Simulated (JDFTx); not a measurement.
Runs of JDFTx 1.7.0 (patched build) on Tc. The structure is hexagonal, space group P6_3/mmc (No. 194). The conventional cell has a = 2.740 Å, b = 2.740 Å, c = 4.398 Å, α = 90.00°, β = 90.00°, γ = 120.00°. Tc (site symmetry -6m2) is surrounded by 12 Tc at 2.71 to 2.74 Å. 

| level | U | gap on the mesh (eV) | pressure (GPa) |
| --- | --- | --- | --- |
| PBE+U | Tc d U = 1 eV | none | (b) |
| PBE+U | Tc d U = 8 eV | none | (a) |
| PBE+U | Tc d U = 3 eV | none | -5.8 |
| PBE | - | none | 3.1 |
| PBE+U | Tc d U = 4 eV | none | -8.8 |
| PBE+U | Tc d U = 6 eV | none | -14.6 |
| PBE+U | Tc d U = 2 eV | none | -2.8 |

Alike in all rows: task single point; potentials or basis PseudoDojo-SR-PBE-0.5-standard with smoothed tails; no spin polarisation; cell as given; k mesh 11 × 11 × 6; cutoff (eV) 1143; smearing fermi-dirac 0.05 eV.

Question: Fill in the values left out.

Answer: (a) -20.4; (b) 0.1.

Caveats: U without spin polarisation on a metal has little footing (some runs); the U is typed as a test and isn't derived for this compound (some runs).

A k mesh can miss the band edges, and the runs leave out spin-orbit coupling on Tc.

A gap of «none» marks a metal or a gap under the smearing width.
